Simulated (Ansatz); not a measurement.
P: ideal shear of a crystal plane

All numbers below come from Ansatz 0.2.0, DFT PBE, scalar-relativistic, plane waves, PAW. Settings: plane waves to 420 eV, k-mesh 10×7×3 (Γ-centred), Gaussian smearing 0.03 eV. No spin polarisation. Energies are free energies at this smearing, counted from the undisturbed cell; pressure is positive in compression.

The undisturbed cell (relaxed at this level):

```xyz
8
Lattice="-3.3104 0.0000 0.0000 0.0000 0.0000 -4.5578 0.0000 -11.2854 0.0000" Properties=species:S:1:pos:R:3 pbc="T T T"
P     0.0000   -9.5257   -0.3932
P    -1.6552   -3.8830   -0.3932
P     0.0000   -3.8830   -1.8856
P    -1.6552   -9.5257   -1.8856
P     0.0000   -7.4024   -4.1645
P    -1.6552   -1.7597   -4.1645
P     0.0000   -1.7597   -2.6721
P    -1.6552   -7.4024   -2.6721
```

The cell holds layers and no dispersion correction was added, so their binding is poorly described.

The cut lies on the cell's a–b face, a (0 -1 0) plane (indices in the standard cell, whose axes needn't be the Cartesian ones shown) of area 15.09 Å², between layers 3.52 Å apart. Vector c is tilted by f times 1·a + 0·b (length 3.310 Å) with the atoms' Cartesian places fixed: one unrelaxed fault a cell. The traction is dγ/du, the slope of γ against the slip u in Å. Some rows repeat others by symmetry and weren't run.

| f | γ (mJ/m²) | traction (GPa) |
| --- | --- | --- |
| 0.0000 | 0 | 0.0 |
| 0.1000 | 5 | 0.3 |
| 0.2000 | 17 | 0.4 |
| 0.3000 | 32 | 0.4 |
| 0.4000 | 43 | 0.3 |
| 0.5000 | 47 | 0.0 |
| 0.6000 | 43 | -0.3 |
| 0.7000 | 32 | -0.4 |
| 0.8000 | 17 | -0.4 |
| 0.9000 | 5 | -0.3 |

Task: Read off the first barrier and the stress needed to climb it, and compare with Frenkel's sinusoid.

Result: The first sampled maximum lies at f = 0.500, a slip of 1.66 Å, with γ ≈ 47 mJ/m², which stands in for the unstable fault energy γ_us, and the steepest sampled slope before it is 0.4 GPa. A sinusoid γ = γ_us sin²(πu/λ) with its maximum there has λ = 3.31 Å and a largest slope πγ_us/λ = 0.4 GPa (1 mJ/m² per Å = 0.01 GPa).

Task: Is there a metastable fault on this line?

Result: Apart from points where γ returns to about zero, no local minimum shows among the samples, so at this sampling the line offers no fault for a dislocation to split on; a fault can still lie off the line.

The cut is rigid; relaxing the faces lowers these energies and usually the stresses.

Cost: 6 runs of about 2.7 core-minutes in all, on Intel Xeon Platinum 8259CL (Skylake/Cascade Lake) (shared hosts).